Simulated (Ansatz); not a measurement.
## TiCo2: computed properties

All numbers below come from Ansatz, DFT r2SCAN, scalar-relativistic, plane waves, PAW.

Plane waves to 500 eV, a k mesh through Γ of 10×10×10 on the computed 6-atom cell and Gaussian smearing (0.10 eV); collinear spin from starting moments -0.71 -0.71 1.69 1.69 1.69 1.69 μB.

The structure is relaxed at this level of theory with its symmetry kept. Whether it is the stable form of this composition wasn't checked.

```cif
data_structure
_symmetry_space_group_name_H-M 'Fd-3m:1'
_symmetry_Int_Tables_number 227
_cell_length_a 6.6874
_cell_length_b 6.6874
_cell_length_c 6.6874
_cell_angle_alpha 90.000
_cell_angle_beta 90.000
_cell_angle_gamma 90.000
_cell_volume 299.07
loop_
_atom_site_label
_atom_site_type_symbol
_atom_site_symmetry_multiplicity
_atom_site_Wyckoff_symbol
_atom_site_fract_x
_atom_site_fract_y
_atom_site_fract_z
_atom_site_occupancy
Ti1 Ti 8 a 0.50000 0.00000 0.50000 1
Co1 Co 16 d 0.12500 0.62500 0.12500 1
```

| Quantity | Value |
| --- | --- |
| Space group | Fd-3m (No. 227) |
| Volume per atom | 84.1 bohr³ |
| Formation energy from the elements' standard states (uncorrected) | -0.249 eV/atom |
| Generalised Kohn–Sham band gap | none (metal) |
| Density of states at the Fermi level | 3.69 states/eV per cell |
| Löwdin character within 0.5 eV of the Fermi level | Co 3d 52 %, Ti 3d 39 %, unprojected 5 % |
| Bader charges (e) | Ti (2 in the cell) 1.35, Co (4 in the cell) -0.67 |
| Total moment | 4.13 μB per cell |
| Site moments (μB; atoms counted from 1 over the whole cell) | Ti (atom 1) -0.65, Ti (atom 2) -0.65, Co (atom 3) 1.54, Co (atom 4) 1.54, Co (atom 5) 1.54, Co (atom 6) 1.54 |

The state reached may not be the lowest one.

Only this magnetic start was tried.

Cost: 1 run of about 4.1 core-minutes, on AMD EPYC 7R43 (Zen 3) (shared hosts).